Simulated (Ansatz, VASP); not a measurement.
**Two plane-wave programs on GaAs**

Contents of POSCAR:

```
GaAs
1.0
    0.0000000000      2.8330831910      2.8330831910
    2.8330831910      0.0000000000      2.8330831910
    2.8330831910      2.8330831910      0.0000000000
Ga As
1 1
Direct
    0.0000000000      0.0000000000      0.0000000000
    0.2500000000      0.2500000000      0.2500000000
```

INCAR.step1

```
PREC = Accurate
ENCUT = 520
EDIFF = 1E-5
ISMEAR = 0
SIGMA = 0.01
LREAL = F
LASPH = T
NELM = 100
ALGO = Normal
ISIF = 2
LWAVE = T
LCHARG = F
GGA = PE
NBANDS = 16
```

INCAR.step2

```
PREC = Accurate
ENCUT = 520
EDIFF = 1E-6
ISMEAR = 0
SIGMA = 0.01
LREAL = F
LASPH = T
NELM = 100
ALGO = Normal
ISIF = 2
LWAVE = F
LCHARG = F
GGA = PE
LHFCALC = T
AEXX = 0.4
HFSCREEN = 0.1
PRECFOCK = Normal
ISTART = 1
NBANDS = 16
```

KPOINTS

```
regular mesh
0
Gamma
  4 4 4
```

Input for Ansatz:

```yaml
crystal:
  lattice:
    - [0.0, 2.833083191, 2.833083191]
    - [2.833083191, 0.0, 2.833083191]
    - [2.833083191, 2.833083191, 0.0]
  atoms:
    - { symbol: Ga, position: [0.0, 0.0, 0.0] }
    - { symbol: As, position: [0.25, 0.25, 0.25] }
kpoints:
  mp_grid: { grid: [4, 4, 4] }
hamiltonian:
  xc: { exchange: pbe, correlation: pbe, exx: { coeff: 0.4, omega: 0.1 } }
scf:
  occupations: { method: fixed }
  n_extra_bands: 4
output:
  forces: true
  stress: true
  eigenvalues: true
```

Alike in both runs: task single point; functional PBE-based screened hybrid; k mesh 4 × 4 × 4; no spin polarisation.

|  | VASP | Ansatz |
| --- | --- | --- |
| version | VASP 6.6.1 | Ansatz 0.2.0 |
| potentials or method | VASP PAW PBE potentials, release 64 (Ga_d, As) | plane waves |
| plane-wave cutoff (eV) | 520 | 420 |
| occupations | gaussian, width 0.01 eV | fixed |
| valence electrons in the cell | 18 | 28 |

VASP gave:

* gap on the k mesh at the Fermi level (eV): 2.58
* pressure (GPa): -1.1

Question: What did Ansatz give for the same quantities?

Answer: gap on the k mesh at the Fermi level (eV): 2.54; pressure (GPa): -0.5.

The two sets of potentials don't hold the same shells in valence. Ansatz warned: «stress_exchange_threshold_loose».

Caveats: the k mesh is coarse (spacing up to 0.48 Å⁻¹), so the values aren't converged; the PAW data sets were made with another functional, which shifts forces and pressure a little (VASP). A k mesh can miss the band edges.
